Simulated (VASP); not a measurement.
# CuO (Pm-3m) in VASP: a series of runs, part 2 of 2

VASP 6.6.1. Earlier steps stand in the parts before.

## 3. Single point, r2SCAN+U, collinear spin, random start

This run uses another cell than the first one: it holds 2 atoms, not 4.

Input file INCAR:

```
ALGO = Normal
EDIFF = 1E-6
ENCUT = 520
ISIF = 2
ISMEAR = 0
ISPIN = 2
LASPH = True
LCHARG = False
LDAU = True
LDAUJ = 0 0
LDAUL = 2 -1
LDAUPRINT = 1
LDAUTYPE = 2
LDAUU = 4 0
LMAXMIX = 4
LMIXTAU = True
LORBIT = 11
LREAL = False
LWAVE = False
MAGMOM = 0.01 0
METAGGA = R2SCAN
NELM = 60
PREC = Accurate
SIGMA = 0.05
```

Input file KPOINTS:

```
k-points
0
Gamma
  7 7 7
```

Input file POSCAR:

```
CuO
1.0
    2.5525506100      0.0000000000      0.0000000000
    0.0000000000      2.5525506100      0.0000000000
    0.0000000000      0.0000000000      2.5525506100
Cu O
1 1
Direct
    0.0000000000      0.0000000000      0.0000000000
    0.5000000000      0.5000000000      0.5000000000
```

Potentials or basis: VASP PAW PBE potentials, release 64 (Cu, O).

Launch:

```console
> cat potpaw_PBE.64/Cu/POTCAR potpaw_PBE.64/O/POTCAR > POTCAR
> mpirun -np 1 vasp_std > vasp.out
```

It took 20 s on 1 thread of Intel Xeon 6975P-C (Granite Rapids), shared host; peak memory 0.13 GiB.

The run converged. Its results:

- Free energy: -15.6015 eV
- Pressure: 8.1 GPa
- Band gap on the k mesh: none (metal or under the smearing width)
- Net moment: 0.00 μB per cell
- Valence electrons inside the program's atomic spheres: Cu 9.95; O 4.93

Levels at points of the mesh, in eV from the Fermi level:
Spin up:
| k point | band 5 | band 6 | band 7 | band 8 | band 9 | band 10 | band 11 | band 12 |
| --- | --- | --- | --- | --- | --- | --- | --- | --- |
| (0.00, 0.00, 0.00) | -2.21 | -2.21 | -1.84 | -1.84 | -1.84 | 2.50 | 16.99 | 16.99 |
Spin down:
```tsv
k point	band 5	band 6	band 7	band 8	band 9	band 10	band 11	band 12
(0.00, 0.00, 0.00)	-2.21	-2.21	-1.84	-1.84	-1.84	2.50	16.99	16.99
```

Eigenvalues of the final occupation matrices:
```
    site  spin  trace               eigenvalues
site 1 d     1   4.68  0.92 0.92 0.92 0.96 0.96
site 1 d     2   4.68  0.92 0.92 0.92 0.96 0.96
```

Caveat: the PAW data sets were made with another functional, which shifts forces and pressure a little. The state reached can hang on the start; a lower one may exist.

## 4. Single point, r2SCAN+U, collinear spin, ferromagnetic start

This run uses another cell than the first one: it holds 2 atoms, not 4.

Input file INCAR:

```
SYSTEM = CuO
PREC = Accurate
ENCUT = 520
EDIFF = 1E-6
ISMEAR = 0
SIGMA = 0.05
LREAL = .False.
LASPH = .True.
NELM = 80
ALGO = Normal
ISIF = 2
LWAVE = .False.
LCHARG = .True.
ISPIN = 2
MAGMOM = 0.6 0
LORBIT = 11
NUPDOWN = 0
LMAXMIX = 4
LDAU = .True.
LDAUTYPE = 2
LDAUL = 2 -1
LDAUU = 4 0
LDAUJ = 0 0
LDAUPRINT = 1
METAGGA = R2SCAN
LMIXTAU = .True.
LELF = .True.
LVHAR = .True.
NBANDS = 20
```

Input file KPOINTS:

```
Automatic mesh
0
Gamma
  7 7 7
  0 0 0
```

POSCAR is that of step 3.

Launch:

```console
> cat potpaw_PBE.64/Cu/POTCAR potpaw_PBE.64/O/POTCAR > POTCAR
> mpirun -np 1 vasp_std > vasp.out
```

It took 26 s on 1 thread of Intel Xeon 6975P-C (Granite Rapids), shared host; peak memory 0.14 GiB.

The run converged. Its results:

```
Free energy                                           : -15.6015 eV
Pressure                                              : 8.2 GPa
Net moment                                            : 0.00 μB per cell
Valence electrons inside the program's atomic spheres : Cu 9.95; O 4.93
```

Eigenvalues of the final occupation matrices:
| site | spin | trace | eigenvalues |
| --- | --- | --- | --- |
| site 1 d | 1 | 4.68 | 0.92 0.92 0.92 0.96 0.96 |
| site 1 d | 2 | 4.68 | 0.92 0.92 0.92 0.96 0.96 |

Caveat: the PAW data sets were made with another functional, which shifts forces and pressure a little; the total moment is fixed, so each spin has its own Fermi level.

## 5. Single point, r2SCAN+U, non-collinear spin, random start

This run uses another cell than the first one: it holds 2 atoms, not 4.

Input file INCAR:

```
SYSTEM = CuO
PREC = Accurate
ENCUT = 520
EDIFF = 1E-6
ISMEAR = 0
SIGMA = 0.05
LREAL = .FALSE.
LASPH = .TRUE.
NELM = 60
ALGO = Normal
ISIF = 2
LWAVE = .FALSE.
LCHARG = .TRUE.
LNONCOLLINEAR = .TRUE.
MAGMOM = -0.286 0.548 -0.307 0 0 0
LORBIT = 11
LMAXMIX = 4
LDAU = .TRUE.
LDAUTYPE = 2
LDAUL = 2 -1
LDAUU = 4 0
LDAUJ = 0 0
LDAUPRINT = 1
METAGGA = R2SCAN
LMIXTAU = .TRUE.
LVHAR = .TRUE.
NBANDS = 29
```

Input file KPOINTS:

```
Automatic mesh
0
G
  7 7 7
  0 0 0
```

POSCAR is that of step 4.

Potentials or basis: VASP PAW PBE potentials, release 64 (Cu, O).

Launch:

```console
> cat potpaw_PBE.64/Cu/POTCAR potpaw_PBE.64/O/POTCAR > POTCAR
> mpirun -np 1 vasp_ncl > vasp.out
```

OUTCAR:

```text
SYSTEM = CuO
   PREC = Accurate
   ENCUT = 520
   EDIFF = 1E-6
   ISMEAR = 0
   LREAL = .FALSE.
   LASPH = .TRUE.
   NELM = 60
   ISIF = 2
   LNONCOLLINEAR = .TRUE.
   LORBIT = 11
   METAGGA = R2SCAN

 ion  position               nearest neighbor table
   1  0.000  0.000  0.000-   2 2.21   2 2.21   2 2.21   2 2.21   2 2.21   2 2.21   2 2.21   2 2.21

   2  0.500  0.500  0.500-   1 2.21   1 2.21   1 2.21   1 2.21   1 2.21   1 2.21   1 2.21   1 2.21

  LATTYP: Found a simple cubic cell.
 ALAT       =     2.5525506100

  Lattice vectors:

 A1 = (   2.5525506100,   0.0000000000,   0.0000000000)
 A2 = (   0.0000000000,   2.5525506100,   0.0000000000)
 A3 = (   0.0000000000,   0.0000000000,   2.5525506100)

Analysis of symmetry for initial positions (statically):
=====================================================================
 Subroutine PRICEL returns:
 Original cell was already a primitive cell.
[... 1038 lines left out ...]
    total drift:                                0.000000      0.000000      0.000000

  FREE ENERGIE OF THE ION-ELECTRON SYSTEM (eV)
  ---------------------------------------------------
  free  energy   TOTEN  =       -15.7936459632 eV

  energy  without entropy=      -15.7921528264  energy(sigma->0) =      -15.79289939

 total charge

# of ion       s       p       d       tot
------------------------------------------
    1        0.287   0.327   9.342   9.956
    2        1.601   3.331   0.000   4.932
--------------------------------------------------
tot          1.887   3.658   9.342  14.888

 magnetization (x)

# of ion       s       p       d       tot
------------------------------------------
    1        0.010   0.009  -0.185  -0.166
    2       -0.003  -0.233   0.000  -0.237
--------------------------------------------------
tot          0.007  -0.225  -0.185  -0.403

 magnetization (y)

# of ion       s       p       d       tot
------------------------------------------
    1       -0.019  -0.016   0.353   0.318
    2        0.006   0.446   0.000   0.452
--------------------------------------------------
tot         -0.013   0.429   0.353   0.769

 magnetization (z)

# of ion       s       p       d       tot
------------------------------------------
    1        0.010   0.009  -0.198  -0.179
    2       -0.003  -0.250   0.000  -0.254
--------------------------------------------------
tot          0.007  -0.241  -0.198  -0.432
```

OSZICAR:

```text
N       E                     dE             d eps       ncg     rms          rms(c)
DAV:   1     0.131692651554E+03    0.13169E+03   -0.83001E+03 11917   0.207E+03
DAV:   2    -0.464251491720E+01   -0.13634E+03   -0.12383E+03 10147   0.393E+02
DAV:   3    -0.208587648652E+02   -0.16216E+02   -0.15137E+02 11128   0.136E+02
DAV:   4    -0.212935834370E+02   -0.43482E+00   -0.43181E+00 11266   0.248E+01
[... 41 lines left out ...]
DAV:  46    -0.157936446458E+02    0.38192E-05   -0.12572E-05 10307   0.444E-02    0.301E-03
DAV:  47    -0.157936475649E+02   -0.29191E-05   -0.92443E-06 10529   0.395E-02    0.473E-03
DAV:  48    -0.157936449735E+02    0.25914E-05   -0.70101E-06 10694   0.348E-02    0.325E-03
DAV:  49    -0.157936459632E+02   -0.98969E-06   -0.42230E-06 11164   0.274E-02
   1 F= -.15793646E+02 E0= -.15792899E+02  d E =-.149314E-02  mag=    -0.4154     0.7930    -0.4457
```

Run time: 23 min. Hardware: 1 thread of Intel Xeon 6975P-C (Granite Rapids), shared host; peak memory 0.28 GiB.

What came out:

```yaml
Free_energy: -15.7936 eV
Pressure: 10.8 GPa
Band_gap_on_the_k_mesh: none (metal or under the smearing width)
Net_moment: 1.00 μB per cell
Valence_electrons_inside_the_program's_atomic_spheres: Cu 9.96; O 4.93
```

Levels at points of the mesh, in eV from the Fermi level:
| k point | band 14 | band 15 | band 16 | band 17 | band 18 | band 19 | band 20 | band 21 |
| --- | --- | --- | --- | --- | --- | --- | --- | --- |
| (0.00, 0.00, 0.00) | -1.65 | -1.65 | -1.46 | -1.46 | -1.46 | 2.02 | 2.44 | 16.67 |

Moments on the atoms (μB; x, y, z):
```
Cu  -0.17  0.32 -0.18
O   -0.24  0.45 -0.25
```

Caveat: the PAW data sets were made with another functional, which shifts forces and pressure a little; a cell with one magnetic atom can't hold antiferromagnetic order, which such compounds often take. The state reached can hang on the start; a lower one may exist.

## 6. Single point, PBE+U, collinear spin, ferromagnetic start

This run uses another cell than the first one: it holds 2 atoms, not 4.

Input file INCAR:

```
PREC = Accurate ; ENCUT = 520
EDIFF = 1E-6 ; ISMEAR = 0
SIGMA = 0.05 ; LREAL = False
LASPH = True ; NELM = 100
ALGO = Normal ; ISIF = 2
LWAVE = False ; LCHARG = False
ISPIN = 2 ; MAGMOM = 0.6 0
LORBIT = 11 ; LMAXMIX = 4
LDAU = True ; LDAUTYPE = 2
LDAUL = 2 -1 ; LDAUU = 2 0
LDAUJ = 0 0 ; LDAUPRINT = 1
GGA = PE ; NBANDS = 20
```

Input file KPOINTS:

```
Automatic mesh
0
Gamma
  7 7 7
```

POSCAR is that of step 5.

Potentials or basis: VASP PAW PBE potentials, release 64 (Cu, O).

Launch:

```console
> cat potpaw_PBE.64/Cu/POTCAR potpaw_PBE.64/O/POTCAR > POTCAR
> mpirun -np 1 vasp_std > vasp.out
```

It took 10 s on 1 thread of Intel Xeon 6975P-C (Granite Rapids), shared host; peak memory 0.13 GiB.

It converged, with:

| Property | Result |
| --- | --- |
| Free energy | -7.8806 eV |
| Pressure | 21.1 GPa |
| Band gap on the k mesh | none (metal or under the smearing width) |
| Net moment | 1.00 μB per cell |
| Site moments | Cu +0.44; O +0.52 μB |
| Valence electrons inside the program's atomic spheres | Cu 9.90; O 4.91 |

Levels at points of the mesh, in eV from the Fermi level:
Spin up:
```tsv
k point	band 6	band 7	band 8	band 9	band 10	band 11	band 12	band 13
(0.00, 0.00, 0.00)	-2.45	-2.42	-2.42	-2.42	1.39	16.08	16.08	21.15
```
Spin down:
| k point | band 4 | band 5 | band 6 | band 7 | band 8 | band 9 | band 10 | band 11 | band 12 | band 13 |
| --- | --- | --- | --- | --- | --- | --- | --- | --- | --- | --- |
| (0.00, 0.00, 0.00) | -1.54 | -1.54 | -1.54 | -1.45 | -1.45 | -1.45 | 1.68 | 16.14 | 16.14 | 21.38 |

Eigenvalues of the final occupation matrices:
| site | spin | trace | eigenvalues |
| --- | --- | --- | --- |
| site 1 d | 1 | 4.87 | 0.96 0.96 0.99 0.99 0.99 |
| site 1 d | 2 | 4.40 | 0.83 0.83 0.83 0.95 0.95 |

Caveat: a cell with one magnetic atom can't hold antiferromagnetic order, which such compounds often take.

## 7. The runs side by side

| level | spin | U | fixed moment (μB) | k mesh | supercell matrix | gap on the mesh (eV) | pressure (GPa) | moment (μB) |
| --- | --- | --- | --- | --- | --- | --- | --- | --- |
| r2SCAN+U | collinear, ferrimagnetic start | Cu d U = 4 eV | - | 6 × 6 × 6 | [0, 1, 1, 1, 0, 1, 1, 1, 0] | none | 11.2 | 2.00 |
| r2SCAN+U | collinear, random start | Cu d U = 4 eV | - | 7 × 7 × 7 | - | none | 8.1 | 0.00 |
| r2SCAN+U | collinear, ferromagnetic start | Cu d U = 4 eV | 0 | 7 × 7 × 7 | - | - | 8.2 | 0.00 |
| r2SCAN+U | non-collinear, random start | Cu d U = 4 eV | - | 7 × 7 × 7 | - | none | 10.8 | 1.00 |
| PBE+U | collinear, ferromagnetic start | Cu d U = 2 eV | - | 7 × 7 × 7 | - | none | 21.1 | 1.00 |

Alike in all rows: task single point; potentials or basis VASP PAW PBE potentials, release 64 (Cu, O); cell as given; cutoff (eV) 520; smearing gaussian 0.05 eV.

Every run on the cell as given and a fine mesh finds a metal. The pressure there spans 8.1 GPa (r2SCAN+U) to 21.1 GPa (PBE+U); a positive pressure means that this level wants a larger cell, a negative one a smaller.

Caveats: the PAW data sets were made with another functional, which shifts forces and pressure a little (some runs); a cell with one magnetic atom can't hold antiferromagnetic order, which such compounds often take (some runs); the total moment is fixed, so each spin has its own Fermi level (some runs).

Absolute energies hang on the potentials; compare differences alone.
